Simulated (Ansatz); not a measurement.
Here is an Ansatz 0.2.0 calculation.

Contents of input:

```
crystal:
  lattice:
    - [2.7836650458, 0.0, 0.0]
    - [-1.3918325229, 2.4107246453, 0.0]
    - [0.0, 0.0, 4.628893]
  atoms:
    - { symbol: Pd, position: [0.3333333333, 0.6666666667, 0.25] }
    - { symbol: Pd, position: [0.6666666667, 0.3333333333, 0.75] }
hamiltonian:
  xc: b3lyp
  pseudopotentials: { kind: paw }
kpoints:
  mp_grid: { grid: [6, 6, 3] }
scf:
  occupations: { method: fermi_dirac, width: 0.05 }
output:
  forces: true
  stress: true
  eigenvalues: true
  write_density: true
  write_potential: true
  elf: true
  volumetric_format: npy
```

Problem. What does it give for the pressure?

Solution. 1.7 GPa.

Problem. Predict the band gap on the k mesh.

Solution. None (metal or under the smearing width).

Stress tensor (GPa, compression positive):
```
-0.01  0.00  0.00
 0.00 -0.01  0.00
 0.00  0.00  5.17
```

Caveat: the k mesh is coarse (spacing up to 0.45 Å⁻¹), so the values aren't converged, least of all with exact exchange; the PAW data sets come from PBE, with cores solved anew for the run's functional, which leaves a small shift of forces and pressure; the thresholds are loose for stress.
